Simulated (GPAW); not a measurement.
**CoO: single point with PBE**

CoO:

```
Co O
1.0
    -1.41423    2.44951    2.72172
     2.82845    0.00000    2.72172
     1.41422    2.44951    0.00000
Co O
2 2
Direct
  0.25000 0.25000 0.75000
  0.75000 0.75000 0.25000
  0.83333 0.16667 0.50000
  0.33333 0.66667 0.00000
```

The cell was built by a generator and needn't be a form met in nature.

| Item | Value |
| --- | --- |
| Program | GPAW 26.7.0 |
| Task | single point |
| Functional | PBE |
| Potentials or basis | GPAW PAW data sets (gpaw-data 1.2.1) |
| Cutoff | 800 eV |
| Basis | pw |
| k mesh | 8 × 8 × 8 |
| Occupations | fermi-dirac, width 0.05 eV |
| Spin | collinear spin, ferromagnetic start |
| Starting moments | [2.0, 2.0, 0.0, 0.0] μB |
| Maxiter | 150 |

* Pressure: 0.6 GPa
* Band gap on the k mesh: none (metal or under the smearing width)
* Net moment: 6.00 μB per cell
* Site moments: Co +2.54; O +0.31 μB

Stress tensor (GPa, compression positive):
```
0.42 0.07 0.00
0.07 0.51 0.00
0.00 0.00 0.86
```

Levels at points of the mesh, in eV from the Fermi level:
Spin up:
```tsv
k point	band 14	band 15	band 16	band 17	band 18	band 19	band 20	band 21	band 22	band 23
(0.00, 0.00, 0.00)	-2.24	-2.07	-1.07	-1.06	-0.37	0.57	5.00	10.67	11.49	14.06
(0.50, 0.00, 0.00)	-2.55	-1.61	-1.61	-1.09	-1.09	4.87	4.87	11.24	11.24	13.26
(0.50, 0.00, 0.50)	-2.11	-2.09	-2.07	-0.68	-0.37	5.00	5.44	8.55	10.67	11.49
(0.50, 0.50, 0.00)	-2.11	-2.11	-1.32	-1.32	-0.68	5.44	6.73	6.76	8.55	14.75
(0.50, 0.50, 0.50)	-2.13	-2.03	-2.03	-1.00	-1.00	6.45	6.45	9.51	9.51	12.87
```
Spin down:
```
           k point  band 8  band 9  band 10  band 11  band 12  band 13  band 14  band 15  band 16  band 17
(0.00, 0.00, 0.00)   -3.11   -2.72    -1.20     0.25     0.27     0.28     0.28     0.63     0.78     0.80
(0.50, 0.00, 0.00)   -3.72   -1.62    -1.62    -0.37    -0.37    -0.10    -0.10     0.75     0.75     1.31
(0.50, 0.00, 0.50)   -3.46   -2.32    -1.20     0.09     0.14     0.25     0.26     0.35     0.63     1.68
(0.50, 0.50, 0.00)   -3.13   -2.33    -1.02    -1.00    -0.12     0.10     0.13     0.37     0.92     0.93
(0.50, 0.50, 0.50)   -4.86   -1.36    -1.36    -0.10    -0.10     0.16     0.16     0.73     0.73     1.47
```

It took 7.3 min on 1 thread of Intel(R) Xeon(R) Platinum 8259CL CPU @ 2.50GHz (Skylake/Cascade Lake) (shared host), peak memory 0.4 GiB.

Caveat: semilocal functionals often make such compounds metallic where correlation or magnetic order opens a gap, which also shifts bond lengths. With open d or f shells a metallic result of PBE can be an artefact of self-interaction; +U or a hybrid may open a gap.
